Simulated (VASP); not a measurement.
SnO2:

```
CELL_PARAMETERS angstrom
1.61709 0.93363 4.80059
-1.61709 0.93363 4.80059
0.00000 -1.86726 4.80059
ATOMIC_POSITIONS crystal
Sn 0.50000 0.50000 0.50000
O 0.76283 0.76283 0.76283
O 0.23717 0.23717 0.23717
```

Measurements of this composition are mostly on another form, of space group No. 136.

```yaml
Program: VASP 6.6.1
Task: relaxation of cell and atoms
Functional: r2SCAN
Potentials_or_basis: VASP PAW PBE potentials, release 64 (Sn_d, O)
Cutoff: 600 eV
k_mesh: 8 × 8 × 8
Occupations: gaussian, width 0.02 eV
Spin: no spin polarisation
```

At the start: pressure -6.4 GPa; volume 14.50 Å³/atom.

Task: How do energy, volume and symmetry change on relaxing?

Result: Over 14 steps the energy falls by 21.5 meV/atom and the volume is 12.84 Å³/atom (-11.4 %); space group R-3m (No. 166, to 0.05 Å).

The path:
```
step  energy change (eV)  largest force (eV/Å)  pressure (GPa)  volume (Å³)
   1              0.0000                0.5540           -6.39        43.49
   2              0.0484                0.9368           11.42        39.95
   3             -0.0369                0.0151           -0.17        42.02
   4             -0.0369                0.0031           -0.04        41.99
   5             -0.0400                0.0606           -0.17        41.89
   6             -0.0422                0.1686           -0.40        41.71
   7             -0.0453                0.1547           -0.47        41.44
   8             -0.0537                0.1142           -0.55        40.63
   9             -0.0640                0.0293           -0.30        39.01
  10             -0.0644                0.0153           -0.02        38.36
  11             -0.0646                0.0036           -0.13        38.61
  12             -0.0646                0.0000           -0.11        38.54
  13             -0.0642                0.0408            0.77        38.41
  14             -0.0646                0.0057            0.04        38.52
```

Final structure:
```cif
data_structure
_symmetry_space_group_name_H-M 'P 1'
_symmetry_Int_Tables_number 1
_cell_length_a 4.6750
_cell_length_b 4.6750
_cell_length_c 4.6750
_cell_angle_alpha 40.291
_cell_angle_beta 40.291
_cell_angle_gamma 40.291
_cell_volume 38.52
loop_
_atom_site_label
_atom_site_type_symbol
_atom_site_fract_x
_atom_site_fract_y
_atom_site_fract_z
_atom_site_occupancy
Sn1 Sn 0.50000 0.50000 0.50000 1
O1 O 0.75775 0.75775 0.75775 1
O2 O 0.24225 0.24225 0.24225 1
```

Caveat: the PAW data sets were made with another functional, which shifts forces and pressure a little.
